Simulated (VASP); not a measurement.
## Results of a VASP single-point calculation on BaTe (strained zincblende)

POSCAR

```
Ba Te
 1.0000000000000000
     0.0000000000000000    4.0906872238999998    4.0906872238999998
     4.0906872238999998    0.0000000000000000    4.0906872238999998
     4.0906872238999998    4.0906872238999998    0.0000000000000000
 Ba  Te
   1   1
Cartesian
  0.0000000000000000  0.0000000000000000  0.0000000000000000
  2.0453436119499999  2.0453436119499999  2.0453436119499999
```

```json
{
  "gap between bands v and c": "2.74 eV",
  "least direct gap": "3.03 eV"
}
```

Band v is the last that the valence electrons fill when counted band by band, and c is the next. Levels in eV from the top of v:

```tsv
point	v−1	v	c	c+1
Γ	-0.28	-0.28	2.74	4.42
X	0.00	0.00	3.19	4.18
K	-0.19	-0.04	3.26	4.24
L	-0.15	-0.15	4.18	4.58
W	-0.37	0.00	3.21	4.06
```

Which of these levels of theory gave these results?
A. LDA
B. PBEsol
C. PBE with spin–orbit coupling
D. HSE06
E. PBE0
F. PBE
G. r²SCAN

G.

The INCAR was:

```
NELM = 120
SIGMA = 0.01
EDIFF = 1E-7
METAGGA = R2SCAN
LASPH = .TRUE.
LCHARG = .TRUE.
IBRION = -1
LELF = .TRUE.
ALGO = Normal
ISIF = 2
LREAL = .FALSE.
ISMEAR = 0
ENCUT = 520
NBANDS = 15
LWAVE = .FALSE.
NSW = 0
PREC = Accurate
```
